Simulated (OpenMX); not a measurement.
The system is SnO.

```xyz
2
Lattice="3.1319 0.0000 0.0000 0.0000 3.1319 0.0000 0.0000 0.0000 3.1319" Properties=species:S:1:pos:R:3 pbc="T T T"
Sn    0.0000    0.0000    0.0000
O     1.5660    1.5660    1.5660
```

The cell was built by a generator and needn't be a form met in nature.

Base run:

| Property | Result |
| --- | --- |
| Program | OpenMX 3.8.5 |
| Functional | PBE |
| Dispersion | D3(BJ) |
| Potentials or basis | OpenMX 2013 PBE set, Sn7.0-s3p2d2, O6.0-s2p2d1, grid cutoff 500 Ry |
| k mesh | 7 × 7 × 7 |
| Occupations | fermi-dirac, width 0.05 eV |
| Spin | no spin polarisation |

Its results: band gap on the k mesh none (metal or under the smearing width); pressure -5.4 GPa.

Question: The run is repeated on the same cell with these changes: dispersion from D3(BJ) to D3. What comes out?

Answer: Band gap on the k mesh none (metal or under the smearing width); pressure -4.0 GPa.

Caveats: the basis of atomic orbitals isn't converged, which shifts pressures, moduli and gaps; pairwise dispersion overbinds metals, which lowers pressure and volume.

Not every run made on this cell is shown here.
